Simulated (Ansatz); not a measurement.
**GaP: relaxation of cell and atoms with BLYP**

GaP:

```
Ga P
1.0
     0.00000    2.72525    2.72525
     2.72525    0.00000    2.72525
     2.72525    2.72525    0.00000
Ga P
1 1
Direct
  0.00000 0.00000 0.00000
  0.75000 0.75000 0.75000
```

| Quantity | Value |
| --- | --- |
| Program | Ansatz 0.2.0 |
| Task | relaxation of cell and atoms |
| Functional | BLYP |
| Potentials or basis | Ansatz PAW |
| Cutoff | 420 eV (not typed: the program's choice for these potentials) |
| k mesh | 8 × 8 × 8 |
| Occupations | fermi-dirac, width 0.05 eV |
| Spin | no spin polarisation |

```json
{
  "Relaxed volume": "21.92 Å³/atom",
  "Relaxed cell": "a = 3.958 Å, b = 3.958 Å, c = 3.958 Å, α = 60.00°, β = 60.00°, γ = 60.00°",
  "Space group after relaxing (to 0.05 Å)": "F-43m (No. 216)",
  "Energy gained by relaxing": "30.6 meV/atom",
  "Ionic steps": "5",
  "Pressure after relaxing": "0.0 GPa",
  "Band gap on the k mesh": "1.04 eV, direct"
}
```

The path:
| step | energy change (eV) | largest force (eV/Å) | volume (Å³) |
| --- | --- | --- | --- |
| 1 | 0.0000 | 0.0000 | 40.48 |
| 2 | -0.0533 | 0.0000 | 42.63 |
| 3 | -0.0602 | 0.0000 | 43.68 |
| 4 | -0.0602 | 0.0000 | 43.84 |
| 5 | -0.0611 | 0.0000 | 43.84 |

Final structure:
```cif
data_structure
_symmetry_space_group_name_H-M 'P 1'
_symmetry_Int_Tables_number 1
_cell_length_a 3.9578
_cell_length_b 3.9578
_cell_length_c 3.9578
_cell_angle_alpha 60.000
_cell_angle_beta 60.000
_cell_angle_gamma 60.000
_cell_volume 43.84
loop_
_atom_site_label
_atom_site_type_symbol
_atom_site_fract_x
_atom_site_fract_y
_atom_site_fract_z
_atom_site_occupancy
Ga1 Ga 0.00000 0.00000 0.00000 1
P1 P 0.75000 0.75000 0.75000 1
```

Levels at points of the mesh, in eV from the valence-band top:
```tsv
k point	band 5	band 6	band 7	band 8	band 9	band 10	band 11	band 12	band 13
(0.00, 0.00, 0.00)	-14.46	-11.91	0.00	0.00	0.00	1.04	3.93	3.93	3.93
(0.00, 0.00, -0.50)	-14.46	-10.13	-6.18	-1.00	-1.00	1.41	4.80	4.80	8.28
(0.00, -0.50, -0.50)	-14.45	-9.34	-6.42	-2.38	-2.38	1.95	1.96	9.93	9.93
```

Run time: 8.3 s on 2 threads of Intel(R) Xeon(R) Platinum 8259CL CPU @ 2.50GHz (Skylake/Cascade Lake), with other jobs on the host, peak memory 0.4 GiB.

Caveat: the plane-wave basis is chosen anew once the cell has moved, so the energies of steps on either side of that aren't comparable; the PAW data sets come from PBE, with cores solved anew for the run's functional, which leaves a small shift of forces and pressure. A k mesh can miss the band edges.
